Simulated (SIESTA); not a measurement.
Runs of SIESTA 5.4.2 on MnS. The structure is cubic, space group F-43m (No. 216). Conventional cell: a = 4.947 Å, b = 4.947 Å, c = 4.947 Å, α = 90.00°, β = 90.00°, γ = 90.00°. Mn (site symmetry -43m) is surrounded by 4 S at 2.14 Å. S (site symmetry -43m) has 4 Mn at 2.14 Å as nearest neighbours. The cell is a database's computed one.

```csv
spin,gap on the mesh (eV),pressure (GPa),moment (μB)
"collinear, ferromagnetic start",none,4.4,0.26
"non-collinear, random start",none,-,0.26
"collinear, fm_larger start",none,4.4,0.26
"collinear, zero start",none,(a),0.00
```

Alike in all rows: task single point; level PBE; potentials or basis PseudoDojo 0.4 standard (PBE files), DZP (energy shift 0.003 Ry; two zetas on semicore shells); cell as given; k mesh 9 × 9 × 9; smearing fermi-dirac 0.05 eV; grid cutoff 800 Ry; energy shift 0.003 Ry.

Task: Estimate the missing entries.

Result: (a) 4.3.

Caveats: short orbitals over semicore shells can move pressures by several GPa; the basis of atomic orbitals isn't converged, which shifts pressures, moduli and gaps; semilocal functionals often make such compounds metallic where correlation or magnetic order opens a gap, which also shifts bond lengths; the moment fell far below its start of 4 μB, so a state of higher moment may lie lower in energy (some runs); with moments that point in different directions the gradient correction is approximate, so stress is left out (some runs); the moment fell far below its start of 5.5 μB, so a state of higher moment may lie lower in energy (some runs).

A gap of «none» marks a metal or a gap under the smearing width.
